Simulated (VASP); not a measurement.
# VASP inputs for HfO2 (strained database structure)

INCAR

```
NSW = 0
PREC = Accurate
SIGMA = 0.02
ISMEAR = -1
ENCUT = 520
ISIF = 2
LELF = .TRUE.
LASPH = .TRUE.
LCHARG = .TRUE.
IBRION = -1
NELM = 120
EDIFF = 1E-7
GGA = PE
LWAVE = .FALSE.
LREAL = .FALSE.
NBANDS = 31
```

KPOINTS

```
KPOINTS created by Atomic Simulation Environment
0
Gamma
8 8 6
0 0 0
```

KPOINTS_OPT

```
special points
6
Reciprocal
0.0000000000 0.0000000000 0.0000000000 1
0.0000000000 0.5000000000 0.0000000000 1
0.5000000000 0.5000000000 0.0000000000 1
0.0000000000 0.0000000000 0.5000000000 1
0.0000000000 0.5000000000 0.5000000000 1
0.5000000000 0.5000000000 0.5000000000 1
```

POSCAR

```
Hf O
 1.0000000000000000
     3.4693918851999999    0.0000000000000000    0.0000000000000000
     0.0000000000000000    3.4693918851999999    0.0000000000000000
     0.0000000000000000    0.0000000000000000    5.0461576746999999
 Hf  O
   2   4
Cartesian
  1.7346959425999999  1.7346959425999999  2.5230788373499999
  0.0000000000000000  0.0000000000000000 -0.0000000000000000
 -0.0000000000000000  1.7346959425999999  3.5998804813453322
  1.7346959425999999  0.0000000000000000  3.9693560307046685
  1.7346959425999999 -0.0000000000000000  1.4462771933546681
  0.0000000000000000  1.7346959425999999  1.0768016439953321
```

VASP ran with the recommended PBE PAW datasets (44 valence electrons in the cell).

Q: What does this run give?

A: gap between bands v and c 4.59 eV; least direct gap 4.82 eV; pressure 25.4 GPa; largest force 0.05 eV/Å.

Band v is the last that the valence electrons fill when counted band by band, and c is the next. Levels in eV from the top of v:

```json
{"point": "Γ", "v−1": "-0.23", "v": "-0.23", "c": "4.59", "c+1": "4.70"}
{"point": "X", "v−1": "-0.43", "v": "-0.43", "c": "5.17", "c+1": "5.17"}
{"point": "M", "v−1": "-0.22", "v": "-0.22", "c": "5.25", "c+1": "5.25"}
{"point": "Z", "v−1": "-0.16", "v": "-0.16", "c": "5.44", "c+1": "5.44"}
{"point": "R", "v−1": "-1.34", "v": "-1.34", "c": "5.35", "c+1": "5.35"}
{"point": "A", "v−1": "0.00", "v": "0.00", "c": "5.94", "c+1": "5.94"}
```
